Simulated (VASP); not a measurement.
**HgTe: single point with HSE(alpha, omega)**

Crystal: HgTe.

```
Hg Te
1.0
    -3.04560    3.04560    1.55941
     3.04560   -3.04560    1.55941
     3.04560    3.04560   -1.55941
Hg Te
1 1
Cartesian
  0.0000 3.0456 0.7797
  0.0000 0.0000 0.0000
```

Measurements of this composition are mostly on another form, of space group No. 216.

* Program: VASP 6.6.1
* Task: single point
* Functional: HSE(alpha, omega)
* Potentials or basis: VASP PAW PBE potentials, release 64 (Hg, Te)
* Cutoff: 520 eV
* k mesh: 5 × 5 × 5
* Occupations: fermi-dirac, width 0.05 eV
* Spin: no spin polarisation

The pressure is -1.9 GPa and the band gap on the k mesh is none (metal or under the smearing width).

Stress tensor (GPa, compression positive):
```
-3.57  0.00  0.00
 0.00 -3.57  0.00
 0.00  0.00  1.32
```

Levels at points of the mesh, in eV from the Fermi level:
```
           k point  band 6  band 7  band 8  band 9  band 10  band 11  band 12  band 13
(0.00, 0.00, 0.00)   -7.54   -3.58   -2.83   -2.83     4.43     5.38     8.11     8.11
```

Wall time 15 min on 1 thread of Intel(R) Xeon(R) Platinum 8559C (Emerald Rapids), with other jobs on the host, peak memory 0.31 GiB.

Caveat: the k mesh is coarse (spacing up to 0.45 Å⁻¹), so the values aren't converged, least of all with exact exchange; the PAW data sets were made with another functional, which shifts forces and pressure a little. The run has no spin-orbit coupling, so splittings on Hg, Te are missing.
